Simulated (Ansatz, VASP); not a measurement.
One calculation of MgS, two programs

The input POSCAR:

```
MgS
1.0
    0.0000000000      2.6016500000      2.6016500000
    2.6016500000      0.0000000000      2.6016500000
    2.6016500000      2.6016500000      0.0000000000
Mg S
1 1
Direct
    0.0000000000      0.0000000000      0.0067947916
    0.5000000000      0.5000000000      0.5000000000
```

File INCAR.step1:

```
SYSTEM = MgS
  ALGO = Normal
  EDIFF = 1E-4
  ENCUT = 520
  GGA = PE
  ISMEAR = 0
  LASPH = .TRUE.
  LCHARG = .FALSE.
  LREAL = .FALSE.
  LWAVE = .TRUE.
  NBANDS = 11
  NELM = 60
  PREC = Accurate
  SIGMA = 0.05
```

File INCAR.step2:

```
SYSTEM = MgS
  ALGO = Normal
  EDIFF = 1E-7
  ENCUT = 520
  ISIF = 2
  ISMEAR = 0
  ISTART = 1
  LASPH = .TRUE.
  LCHARG = .TRUE.
  LELF = .TRUE.
  LMIXTAU = .TRUE.
  LREAL = .FALSE.
  LVHAR = .TRUE.
  LWAVE = .FALSE.
  METAGGA = R2SCAN
  NBANDS = 11
  NELM = 60
  PREC = Accurate
  SIGMA = 0.05
```

File KPOINTS:

```
k-points
0
G
  8 8 8
  0 0 0
```

Input for Ansatz:

```yaml
crystal:
  lattice:
    - [0.0, 2.60165, 2.60165]
    - [2.60165, 0.0, 2.60165]
    - [2.60165, 2.60165, 0.0]
  atoms:
    - { symbol: Mg, position: [0.0, 0.0, 0.0067947916] }
    - { symbol: S, position: [0.5, 0.5, 0.5] }
basis:
  ecutwfc: 500
kpoints:
  mp_grid: { grid: [8, 8, 8] }
hamiltonian:
  xc: r2scan
scf:
  occupations: { method: gaussian, width: 0.05 }
output:
  forces: true
  stress: true
  eigenvalues: true
```

Change from the starting cell: all Mg atoms moved +0.025 Å, as atom 1 along Cartesian [1 1 0].

Alike in both runs: task single point; functional r2SCAN; k mesh 8 × 8 × 8; occupations gaussian, width 0.05 eV; no spin polarisation.

|  | VASP | Ansatz |
| --- | --- | --- |
| version | VASP 6.6.1 | Ansatz 0.2.0 |
| potentials or method | VASP PAW PBE potentials, release 64 (Mg, S) | scalar-relativistic, plane waves, PAW |
| plane-wave cutoff (eV) | 520 | 500 |
| valence electrons in the cell | 8 | 16 |

```tsv
	VASP	Ansatz	Ansatz less VASP
gap on the k mesh at the Fermi level (eV)	3.43	3.46	+0.029
least direct gap on the mesh (eV)	4.61	4.64	+0.026
pressure (GPa)	-0.4	0.0	+0.46
rms of the force components (eV/Å)	0.041	0.041	+0.0004
```

Atom by atom the forces differ by 0.000 eV/Å (rms over components). The functional is the same, so the differences come from potentials, cutoffs and numerics. The two sets of potentials don't hold the same shells in valence.

Caveats: the PAW data sets were made with another functional, which shifts forces and pressure a little (VASP). A k mesh can miss the band edges.
